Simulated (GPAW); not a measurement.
Be:

```
Be
1.0
     2.28530    0.00000    0.00000
    -1.14265    1.97913    0.00000
     0.00000    0.00000    3.58420
Be
2
Direct
  0.66667 0.33333 0.75000
  0.33333 0.66667 0.25000
```

- Program: GPAW 26.7.0
- Task: relaxation of cell and atoms
- Functional: RPBE
- Dispersion: D3
- Potentials or basis: the program's PAW data sets (release 1.2.1) made for this functional
- Cutoff: 800 eV
- Basis: pw
- k mesh: 11 × 11 × 6
- Occupations: fermi-dirac, width 0.05 eV
- Spin: no spin polarisation

At the start: pressure -7.5 GPa; volume 8.11 Å³/atom.

How do energy, volume and symmetry change on relaxing?

Over 6 steps the energy falls by 12.7 meV/atom and the volume is 7.60 Å³/atom (-6.3 %); space group P6_3/mmc (No. 194, to 0.05 Å).

The path:
| step | energy change (eV) | largest force (eV/Å) | pressure (GPa) | volume (Å³) |
| --- | --- | --- | --- | --- |
| 1 | 0.0000 | 0.0000 | -7.47 | 16.21 |
| 2 | -0.0058 | 0.0000 | -6.63 | 16.08 |
| 3 | -0.0253 | 0.0000 | 0.42 | 15.14 |
| 4 | -0.0254 | 0.0000 | 0.02 | 15.18 |
| 5 | -0.0254 | 0.0000 | -0.04 | 15.19 |
| 6 | -0.0254 | 0.0000 | -0.08 | 15.19 |

Final structure:
```cif
data_structure
_symmetry_space_group_name_H-M 'P 1'
_symmetry_Int_Tables_number 1
_cell_length_a 2.2317
_cell_length_b 2.2317
_cell_length_c 3.5225
_cell_angle_alpha 90.000
_cell_angle_beta 90.000
_cell_angle_gamma 120.000
_cell_volume 15.19
loop_
_atom_site_label
_atom_site_type_symbol
_atom_site_fract_x
_atom_site_fract_y
_atom_site_fract_z
_atom_site_occupancy
Be1 Be 0.66667 0.33333 0.75000 1
Be2 Be 0.33333 0.66667 0.25000 1
```

Caveat: later steps reuse the first step's grids; pairwise dispersion overbinds metals, which lowers pressure and volume.
